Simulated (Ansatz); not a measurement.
## Moving the dispersion correction in Te

The cell as given:

```cif
data_structure
_symmetry_space_group_name_H-M 'C2/m'
_symmetry_Int_Tables_number 12
_cell_length_a 7.6406
_cell_length_b 4.2964
_cell_length_c 5.9768
_cell_angle_alpha 90.000
_cell_angle_beta 90.904
_cell_angle_gamma 90.000
_cell_volume 196.18
loop_
_atom_site_label
_atom_site_type_symbol
_atom_site_symmetry_multiplicity
_atom_site_Wyckoff_symbol
_atom_site_fract_x
_atom_site_fract_y
_atom_site_fract_z
_atom_site_occupancy
Te1 Te 2 a 0.00000 0.00000 0.00000 1
Te2 Te 4 i 0.80945 0.50000 0.33881 1
```

This isn't the form of Te at room conditions, which is trigonal, of chains.

Kept alike: task relaxation of cell and atoms; functional PBEsol; k mesh 7 × 7 × 5; occupations fermi-dirac, width 0.05 eV; no spin polarisation. Program: Ansatz, Ansatz PAW, cutoff 420 eV. The mesh is that of the run's cell of 3 atoms. No spin-orbit coupling.

```csv
dispersion correction,volume (Å³/atom),first edge of the run's cell (Å),third edge of the run's cell (Å)
D3(BJ),29.703,4.181,5.918
D3(BJ)-ATM,29.842,4.189,5.920
D4,30.301,4.230,5.885
none,31.232,4.312,5.842
```

For a metal such a mesh leaves the last digits unconverged. Relaxations stop with a little pressure left, so the last digits of a volume or edge aren't settled. All rows use potentials made for PBE.

Question: What does the dispersion correction change here?

Answer: The volume runs from 29.703 (D3(BJ)) to 31.232 Å³/atom (none). Against no correction: D3(BJ) -4.9 %; D3(BJ)-ATM -4.5 %; D4 -3.0 %. Dispersion terms mostly attract and so lower the volume; the schemes' coefficients and damping set how far. The first edge of the run's cell runs from 4.181 (D3(BJ)) to 4.312 Å (none). The third edge of the run's cell runs from 5.842 (none) to 5.920 Å (D3(BJ)-ATM).
